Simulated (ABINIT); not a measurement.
# Converging GW for AlAs (F-43m) in ABINIT, part 2 of 2

Wanted: a converged G0W0 gap of AlAs (F-43m), or an estimate of the limit.

ABINIT 10.8.3; PBE and many-body steps on it, plane waves. Known limits of the many-body steps: not at the basis limit; no spin-orbit coupling; coarse k mesh.

So far. Step 3 (Screening, 4×4×4 mesh, 156 bands, screening to 149.7 eV): Local fields lower ε∞ by 11 %. On a Γ-centred mesh this coarse the value itself is usually too large, while a short band sum pulls it down. Step 4 (156 bands, 149.7 eV): The gap on the mesh goes from 1.44 eV to 1.95 eV, a correction of +0.51 eV.

**6. 241 bands, 203.5 eV**

This step: G0W0 on PBE, plane waves, norm-conserving pseudopotentials.

The input, run.abi:

```
acell 3*1.0 Angstrom
rprim 
  0.000000000000 2.830400000000 2.830400000000
  2.830400000000 0.000000000000 2.830400000000
  2.830400000000 2.830400000000 -0.000000000000
ntypat 2
znucl 13 33
natom 2
typat 1 2
xred 
  0.000000000000 0.000000000000 0.000000000000
  0.250000000000 0.250000000000 0.250000000000
pp_dirpath "pseudos"
pseudos "Al.upf, As.upf"
ecut 44
ngkpt 4 4 4
nshiftk 1
shiftk 0 0 0
kptopt 1
chksymbreak 0
istwfk *1
occopt 1
irdwfk 1
optdriver 4
nband 241
gwcalctyp 0
ecutsigx 44
symsigma 1
nkptgw 3
kptgw 
  0.0000000000 0.0000000000 0.0000000000
  0.5000000000 0.5000000000 0.0000000000
  0.5000000000 0.0000000000 0.0000000000
bdgw 
  11 17
  12 15
  12 16
ecuteps 7.48
irdscr 1
ppmodel 1
indata_prefix "in"
outdata_prefix "out"
tmpdata_prefix "tmp"
```

On the command line:

```console
OMP_NUM_THREADS=1 mpirun -n 4 abinit run.abi > log
```

The log of the run:

```text
.Version 10.8.3 of ABINIT. v10.8.2 released Aug 2026.

 Symmetries : space group F-4 3 m (#216); Bravais cF (face-center cubic)
[... echo of the input left out ...]
== DATASET  1 ==================================================================
-   mpi_nproc: 4, omp_nthreads: 1 (-1 if OMP is not activated)

--- !DatasetInfo
iteration_state: {dtset: 1, }
dimensions: {natom: 2, nkpt: 8, mband: 241, nsppol: 1, nspinor: 1, nspden: 1, mpw: 4314, }
cutoff_energies: {ecut:  44.0, pawecutdg:  -1.0, }
electrons: {nelect:   2.60000000E+01, charge:   0.00000000E+00, occopt:   1.00000000E+00, tsmear:   1.00000000E-02, }

 SIGMA: Calculation of the GW corrections

 Based on a program developped by R.W. Godby, V. Olevano, G. Onida, and L. Reining.
 Incorporated in ABINIT by V. Olevano, G.-M. Rignanese, and M. Torrent.
.Using double precision arithmetic ; gwpc =  8

[... cell and pseudopotentials left out ...]
--------------------------------------------------------------------------------

 ==== K-mesh for the wavefunctions ====
 Number of points in the irreducible wedge :     8
[... list of points left out ...]
 Together with 24 symmetry operations and time-reversal symmetry
 yields    64 points in the full Brillouin Zone.

 ==== Q-mesh for screening function ====
 Number of points in the irreducible wedge :     8
[... list of points left out ...]
 Together with 24 symmetry operations and time-reversal symmetry
 yields    64 points in the full Brillouin Zone.

 vcoul_init : cutoff-mode = AUXILIARY_FUNCTION
 q-points for optical limit:   1
     1)      0.000010    0.000020    0.000030
 setmesh: FFT mesh size selected  =    45x   45x   45
          total number of points  =        91125

 Number of electrons calculated from density =   26.0000; Expected =   26.0000
[...]
number of plane-waves for wavefunctions          4279
 number of bands                                   241
 number of q-points in IBZ                           8
 number of frequencies                               2
 number of real frequencies                          1
 number of imag frequencies                          1

 matrix elements of self-energy operator (all in [eV])

 Perturbative Calculation

--- !SelfEnergy_ee
iteration_state: {dtset: 1, }
kpoint     : [   0.000,    0.000,    0.000, ]
spin       : 1
KS_gap     :    2.044
QP_gap     :    2.813
Delta_QP_KS:    0.769
data: !SigmaeeData |
     Band     E0 <VxcDFT>   SigX SigC(E0)      Z dSigC/dE  Sig(E)    E-E0       E
       11   4.434 -13.057 -14.997   1.051   0.786  -0.273 -13.756  -0.699   3.735
       12   4.434 -13.057 -14.997   1.051   0.786  -0.273 -13.756  -0.699   3.735
       13   4.434 -13.057 -14.997   1.051   0.786  -0.273 -13.756  -0.699   3.735
[...]
--- !SelfEnergy_ee
iteration_state: {dtset: 1, }
kpoint     : [   0.500,    0.500,    0.000, ]
spin       : 1
KS_gap     :    3.609
QP_gap     :    4.351
Delta_QP_KS:    0.742
data: !SigmaeeData |
     Band     E0 <VxcDFT>   SigX SigC(E0)      Z dSigC/dE  Sig(E)    E-E0       E
[...]
--- !SelfEnergy_ee
iteration_state: {dtset: 1, }
kpoint     : [   0.500,    0.000,    0.000, ]
spin       : 1
KS_gap     :    2.966
QP_gap     :    3.752
Delta_QP_KS:    0.786
data: !SigmaeeData |
     Band     E0 <VxcDFT>   SigX SigC(E0)      Z dSigC/dE  Sig(E)    E-E0       E
[...]
15   9.120  -9.293  -4.710  -4.515   0.790  -0.265  -9.240   0.053   9.173
       16   9.120  -9.293  -4.710  -4.515   0.790  -0.265  -9.240   0.053   9.173

== END DATASET(S) ==============================================================
================================================================================

 -outvars: echo values of variables after computation  --------
           etotal      0.0000000000E+00
            nband         241
             nkpt           8
          spgroup         216
 [... the other variables as echoed above ...]

 Calculation completed.
```

The job ended after 52 s (4 MPI ranks of Arm Neoverse V1, shared host; peak memory 1.7 GiB).

This step gave:

- G0W0 gap on the points computed: 2.010 eV
- starting gap on the mesh: 1.436 eV
- k of the valence top: 0, 0, 0
- k of the conduction bottom: 0.5, 0.5, 0
- Z at the valence top: 0.786
- Z at the conduction bottom: 0.803
- least direct G0W0 gap on the computed points: 2.812 eV

Against G0W0 in ABINIT (4×4×4 mesh, 156 bands, screening to 149.7 eV, Godby-Needs plasmon pole), the gap moves by +0.064 eV.

**7. Screening, 4×4×4 mesh, 360 bands, screening to 269.4 eV**

This step: RPA screening on PBE, plane waves, norm-conserving pseudopotentials.

run.abi, as its differences from that of step 6:

```diff
@@ -23,19 +23,8 @@
 irdwfk 1
-optdriver 4
-nband 241
-gwcalctyp 0
-ecutsigx 44
-symsigma 1
-nkptgw 3
-kptgw 
-  0.0000000000 0.0000000000 0.0000000000
-  0.5000000000 0.5000000000 0.0000000000
-  0.5000000000 0.0000000000 0.0000000000
-bdgw 
-  11 17
-  12 15
-  12 16
-ecuteps 7.48
-irdscr 1
-ppmodel 1
+optdriver 3
+nband 360
+ecuteps 9.9
+inclvkb 2
+awtr 1
+symchi 1
 indata_prefix "in"
```

The log of the run:

```text
.Version 10.8.3 of ABINIT. v10.8.2 released Aug 2026.

 Symmetries : space group F-4 3 m (#216); Bravais cF (face-center cubic)
[... echo of the input left out ...]
== DATASET  1 ==================================================================
-   mpi_nproc: 4, omp_nthreads: 1 (-1 if OMP is not activated)

--- !DatasetInfo
iteration_state: {dtset: 1, }
dimensions: {natom: 2, nkpt: 8, mband: 360, nsppol: 1, nspinor: 1, nspden: 1, mpw: 4314, }
cutoff_energies: {ecut:  44.0, pawecutdg:  -1.0, }
[...]
--------------------------------------------------------------------------------
[... chi0 elements left out ...]
 For q-point:  0.000010 0.000020 0.000030
  dielectric constant =  14.2285
  dielectric constant without local fields =  15.9641

  Average fulfillment of the sum rule on Im[epsilon] for q-point    1 :     74.35  [%]
[... wings left out ...]
  q-point number  2        q = ( 0.250000, 0.000000, 0.000000) [r.l.u.]
--------------------------------------------------------------------------------
[... chi0 elements left out ...]
  Average fulfillment of the sum rule on Im[epsilon] for q-point    2 :     80.76  [%]

 [... 6 further q-points ...]
```

Elapsed: 4.8 min, on 4 MPI ranks; peak memory 3 GiB; 19 min of CPU time.

Numbers from this step:

- ε∞ with local fields, on this mesh, along the program's q direction: 14.23
- the same without local fields: 15.96
- plasma frequency: 28.12 eV
- plane waves in the screening matrix: 459

**8. 360 bands, 269.4 eV**

This step: G0W0 on PBE, plane waves, norm-conserving pseudopotentials.

run.abi, as its differences from that of step 7:

```diff
@@ -23,8 +23,19 @@
 irdwfk 1
-optdriver 3
+optdriver 4
 nband 360
+gwcalctyp 0
+ecutsigx 44
+symsigma 1
+nkptgw 3
+kptgw 
+  0.0000000000 0.0000000000 0.0000000000
+  0.5000000000 0.5000000000 0.0000000000
+  0.5000000000 0.0000000000 0.0000000000
+bdgw 
+  11 17
+  12 15
+  12 16
 ecuteps 9.9
-inclvkb 2
-awtr 1
-symchi 1
+irdscr 1
+ppmodel 1
 indata_prefix "in"
```

The log of the run:

```text
.Version 10.8.3 of ABINIT. v10.8.2 released Aug 2026.

 Symmetries : space group F-4 3 m (#216); Bravais cF (face-center cubic)
[... echo of the input left out ...]
== DATASET  1 ==================================================================
-   mpi_nproc: 4, omp_nthreads: 1 (-1 if OMP is not activated)

--- !DatasetInfo
iteration_state: {dtset: 1, }
dimensions: {natom: 2, nkpt: 8, mband: 360, nsppol: 1, nspinor: 1, nspden: 1, mpw: 4314, }
cutoff_energies: {ecut:  44.0, pawecutdg:  -1.0, }
[...]
Band     E0 <VxcDFT>   SigX SigC(E0)      Z dSigC/dE  Sig(E)    E-E0       E
[...]
15   9.120  -9.293  -4.710  -4.543   0.788  -0.268  -9.262   0.031   9.151
       16   9.120  -9.293  -4.710  -4.543   0.788  -0.268  -9.262   0.031   9.151

== END DATASET(S) ==============================================================
================================================================================

 -outvars: echo values of variables after computation  --------
           etotal      0.0000000000E+00
            nband         360
             nkpt           8
          spgroup         216
 [... the other variables as echoed above ...]

 Calculation completed.
```

Wall time 2.7 min (4 MPI ranks); peak memory 3 GiB; 11 min of CPU time.

Numbers from this step:

| Quantity | Value |
| --- | --- |
| G0W0 gap on the points computed | 2.045 eV |
| starting gap on the mesh | 1.436 eV |
| k of the valence top | 0, 0, 0 |
| k of the conduction bottom | 0.5, 0.5, 0 |
| least direct G0W0 gap on the computed points | 2.814 eV |

Against G0W0 in ABINIT (4×4×4 mesh, 241 bands, screening to 203.5 eV, Godby-Needs plasmon pole), the gap moves by +0.035 eV.

**9. Screening, 4×4×4 mesh, 548 bands, screening to 359.2 eV**

This step: RPA screening on PBE, plane waves, norm-conserving pseudopotentials.

run.abi, as its differences from that of step 8:

```diff
@@ -23,19 +23,8 @@
 irdwfk 1
-optdriver 4
-nband 360
-gwcalctyp 0
-ecutsigx 44
-symsigma 1
-nkptgw 3
-kptgw 
-  0.0000000000 0.0000000000 0.0000000000
-  0.5000000000 0.5000000000 0.0000000000
-  0.5000000000 0.0000000000 0.0000000000
-bdgw 
-  11 17
-  12 15
-  12 16
-ecuteps 9.9
-irdscr 1
-ppmodel 1
+optdriver 3
+nband 548
+ecuteps 13.2
+inclvkb 2
+awtr 1
+symchi 1
 indata_prefix "in"
```

The log of the run:

```text
.Version 10.8.3 of ABINIT. v10.8.2 released Aug 2026.

 Symmetries : space group F-4 3 m (#216); Bravais cF (face-center cubic)
[... echo of the input left out ...]
== DATASET  1 ==================================================================
-   mpi_nproc: 4, omp_nthreads: 1 (-1 if OMP is not activated)

--- !DatasetInfo
iteration_state: {dtset: 1, }
dimensions: {natom: 2, nkpt: 8, mband: 548, nsppol: 1, nspinor: 1, nspden: 1, mpw: 4314, }
cutoff_energies: {ecut:  44.0, pawecutdg:  -1.0, }
[...]
--------------------------------------------------------------------------------
[... chi0 elements left out ...]
 For q-point:  0.000010 0.000020 0.000030
  dielectric constant =  14.2306
  dielectric constant without local fields =  15.9654

  Average fulfillment of the sum rule on Im[epsilon] for q-point    1 :     88.15  [%]
[... wings left out ...]
  q-point number  2        q = ( 0.250000, 0.000000, 0.000000) [r.l.u.]
--------------------------------------------------------------------------------
[... chi0 elements left out ...]
  Average fulfillment of the sum rule on Im[epsilon] for q-point    2 :     94.61  [%]

 [... 6 further q-points ...]
```

Elapsed: 14 min, on 4 MPI ranks; peak memory 4.2 GiB; 55 min of CPU time.

Numbers from this step:

```yaml
eps_infinity_with_local_fields_on_this_mesh_along_the_program_s_q_direction: 14.23
the_same_without_local_fields: 15.97
plasma_frequency: 28.12 eV
plane_waves_in_the_screening_matrix: 725
```

**10. 548 bands, 359.2 eV**

This step: G0W0 on PBE, plane waves, norm-conserving pseudopotentials.

run.abi, as its differences from that of step 9:

```diff
@@ -23,8 +23,19 @@
 irdwfk 1
-optdriver 3
+optdriver 4
 nband 548
+gwcalctyp 0
+ecutsigx 44
+symsigma 1
+nkptgw 3
+kptgw 
+  0.0000000000 0.0000000000 0.0000000000
+  0.5000000000 0.5000000000 0.0000000000
+  0.5000000000 0.0000000000 0.0000000000
+bdgw 
+  11 17
+  12 15
+  12 16
 ecuteps 13.2
-inclvkb 2
-awtr 1
-symchi 1
+irdscr 1
+ppmodel 1
 indata_prefix "in"
```

The log of the run:

```text
.Version 10.8.3 of ABINIT. v10.8.2 released Aug 2026.

 Symmetries : space group F-4 3 m (#216); Bravais cF (face-center cubic)
[... echo of the input left out ...]
== DATASET  1 ==================================================================
-   mpi_nproc: 4, omp_nthreads: 1 (-1 if OMP is not activated)

--- !DatasetInfo
iteration_state: {dtset: 1, }
dimensions: {natom: 2, nkpt: 8, mband: 548, nsppol: 1, nspinor: 1, nspden: 1, mpw: 4314, }
cutoff_energies: {ecut:  44.0, pawecutdg:  -1.0, }
[...]
Band     E0 <VxcDFT>   SigX SigC(E0)      Z dSigC/dE  Sig(E)    E-E0       E
[...]
15   9.120  -9.293  -4.710  -4.558   0.790  -0.265  -9.273   0.020   9.140
       16   9.120  -9.293  -4.710  -4.558   0.790  -0.265  -9.273   0.020   9.140

== END DATASET(S) ==============================================================
================================================================================

 -outvars: echo values of variables after computation  --------
           etotal      0.0000000000E+00
            nband         548
             nkpt           8
          spgroup         216
 [... the other variables as echoed above ...]

 Calculation completed.
```

Elapsed: 9.8 min, on 4 MPI ranks; peak memory 4.8 GiB.

This step gave:

```
G0W0 gap on the points computed              : 2.075 eV
starting gap on the mesh                     : 1.436 eV
k of the valence top                         : 0, 0, 0
k of the conduction bottom                   : 0.5, 0.5, 0
least direct G0W0 gap on the computed points : 2.813 eV
```

Against G0W0 in ABINIT (4×4×4 mesh, 360 bands, screening to 269.4 eV, Godby-Needs plasmon pole), the gap moves by +0.030 eV.

**11. Screening, 4×4×4 mesh, 806 bands, screening to 466.9 eV**

This step: RPA screening on PBE, plane waves, norm-conserving pseudopotentials.

run.abi, as its differences from that of step 10:

```diff
@@ -23,19 +23,8 @@
 irdwfk 1
-optdriver 4
-nband 548
-gwcalctyp 0
-ecutsigx 44
-symsigma 1
-nkptgw 3
-kptgw 
-  0.0000000000 0.0000000000 0.0000000000
-  0.5000000000 0.5000000000 0.0000000000
-  0.5000000000 0.0000000000 0.0000000000
-bdgw 
-  11 17
-  12 15
-  12 16
-ecuteps 13.2
-irdscr 1
-ppmodel 1
+optdriver 3
+nband 806
+ecuteps 17.16
+inclvkb 2
+awtr 1
+symchi 1
 indata_prefix "in"
```

The log of the run:

```text
.Version 10.8.3 of ABINIT. v10.8.2 released Aug 2026.

 Symmetries : space group F-4 3 m (#216); Bravais cF (face-center cubic)
[... echo of the input left out ...]
== DATASET  1 ==================================================================
-   mpi_nproc: 4, omp_nthreads: 1 (-1 if OMP is not activated)

--- !DatasetInfo
iteration_state: {dtset: 1, }
dimensions: {natom: 2, nkpt: 8, mband: 806, nsppol: 1, nspinor: 1, nspden: 1, mpw: 4314, }
cutoff_energies: {ecut:  44.0, pawecutdg:  -1.0, }
[...]
--------------------------------------------------------------------------------
[... chi0 elements left out ...]
 For q-point:  0.000010 0.000020 0.000030
  dielectric constant =  14.2313
  dielectric constant without local fields =  15.9661

  Average fulfillment of the sum rule on Im[epsilon] for q-point    1 :    100.77  [%]
[... wings left out ...]
  q-point number  2        q = ( 0.250000, 0.000000, 0.000000) [r.l.u.]
--------------------------------------------------------------------------------
[... chi0 elements left out ...]
  Average fulfillment of the sum rule on Im[epsilon] for q-point    2 :    106.98  [%]

 [... 6 further q-points ...]
```

Run time: 34 min. Hardware: 4 MPI ranks; peak memory 7.8 GiB.

This step gave:

```yaml
eps_infinity_with_local_fields_on_this_mesh_along_the_program_s_q_direction: 14.23
the_same_without_local_fields: 15.97
plasma_frequency: 28.12 eV
plane_waves_in_the_screening_matrix: 1037
```

**12. 806 bands, 466.9 eV**

This step: G0W0 on PBE, plane waves, norm-conserving pseudopotentials.

run.abi, as its differences from that of step 11:

```diff
@@ -23,8 +23,19 @@
 irdwfk 1
-optdriver 3
+optdriver 4
 nband 806
+gwcalctyp 0
+ecutsigx 44
+symsigma 1
+nkptgw 3
+kptgw 
+  0.0000000000 0.0000000000 0.0000000000
+  0.5000000000 0.5000000000 0.0000000000
+  0.5000000000 0.0000000000 0.0000000000
+bdgw 
+  11 17
+  12 15
+  12 16
 ecuteps 17.16
-inclvkb 2
-awtr 1
-symchi 1
+irdscr 1
+ppmodel 1
 indata_prefix "in"
```

The log of the run:

```text
.Version 10.8.3 of ABINIT. v10.8.2 released Aug 2026.

 Symmetries : space group F-4 3 m (#216); Bravais cF (face-center cubic)
[... echo of the input left out ...]
== DATASET  1 ==================================================================
-   mpi_nproc: 4, omp_nthreads: 1 (-1 if OMP is not activated)

--- !DatasetInfo
iteration_state: {dtset: 1, }
dimensions: {natom: 2, nkpt: 8, mband: 806, nsppol: 1, nspinor: 1, nspden: 1, mpw: 4314, }
cutoff_energies: {ecut:  44.0, pawecutdg:  -1.0, }
[...]
Band     E0 <VxcDFT>   SigX SigC(E0)      Z dSigC/dE  Sig(E)    E-E0       E
[...]
15   9.120  -9.293  -4.710  -4.567   0.790  -0.266  -9.281   0.012   9.132
       16   9.120  -9.293  -4.710  -4.567   0.790  -0.266  -9.281   0.012   9.132

== END DATASET(S) ==============================================================
================================================================================

 -outvars: echo values of variables after computation  --------
           etotal      0.0000000000E+00
            nband         806
             nkpt           8
          spgroup         216
 [... the other variables as echoed above ...]

 Calculation completed.
```

It took 29 min on 4 MPI ranks; peak memory 9.3 GiB; 1.9 h of CPU time.

Numbers from this step:

```
G0W0 gap on the points computed              : 2.092 eV
starting gap on the mesh                     : 1.436 eV
k of the valence top                         : 0, 0, 0
k of the conduction bottom                   : 0.5, 0.5, 0
least direct G0W0 gap on the computed points : 2.809 eV
```

Against G0W0 in ABINIT (4×4×4 mesh, 548 bands, screening to 359.2 eV, Godby-Needs plasmon pole), the gap moves by +0.017 eV.

**13. The runs together**

Times are wall times on 4 MPI ranks of Arm Neoverse V1, shared host, good to a factor of about two. A run's time includes the screening step that it read.

| run | mesh | bands | screening cutoff (eV) | DFT gap (eV) | gap on the mesh (eV) | direct (eV) | ε∞ used | time |
| --- | --- | --- | --- | --- | --- | --- | --- | --- |
| 156 bands, 149.7 eV | 4×4×4 | 156 | 149.7 | 1.436 | 1.946 | 2.794 | 14.22 | 59 s |
| 241 bands, 203.5 eV | 4×4×4 | 241 | 203.5 | 1.436 | 2.010 | 2.812 | 14.23 | 2.3 min |
| 360 bands, 269.4 eV | 4×4×4 | 360 | 269.4 | 1.436 | 2.045 | 2.814 | 14.23 | 7.5 min |
| 548 bands, 359.2 eV | 4×4×4 | 548 | 359.2 | 1.436 | 2.075 | 2.813 | 14.23 | 24 min |
| 806 bands, 466.9 eV | 4×4×4 | 806 | 466.9 | 1.436 | 2.092 | 2.809 | 14.23 | 62 min |

**14. Results**

* 156 bands, 149.7 eV: 1.946 eV
* 241 bands, 203.5 eV: 2.010 eV
* 360 bands, 269.4 eV: 2.045 eV
* 548 bands, 359.2 eV: 2.075 eV
* 806 bands, 466.9 eV: 2.092 eV
* known limits: not at the basis limit; no spin-orbit coupling; coarse k mesh

**Reading.** From the first rung to the last the gap moves by +0.15 eV for 64 times the time. In the G0W0 runs levels were corrected at 3 k points alone, so a gap called «on the mesh» is the least over those, and an edge elsewhere would be missed. The 4×4×4 mesh is coarse for this cell, which bears on the long-range parts of exchange and screening. The many-body steps are scalar-relativistic: spin-orbit coupling is not in them.

[Paths, hosts, dates, memory and timing lines, banners, echoed tables and standing remarks are left out of the program output.]

[Logs are printed without paths, hosts, clocks, repeated set-up lines and the standing remarks that a program may print on its own settings, such as how far it seeks lower states.]

[Runs of the session that timed out or met a known fault of the program may be left out.]

[Hosts, paths, dates, database ids (printed as entryN), source tags and the programs' standing remarks are cut or masked in the printed files.]

[G0W0 gaps are taken among the corrected bands and points alone; a level outside them can change the order at an edge.]

[Where Ansatz stands beside ABINIT at settings called matched, ABINIT's density can come from a denser mesh and the files from another edition; pairs whose starting gaps differed by over 0.03 eV were left out, so agreement reads better than it is.]
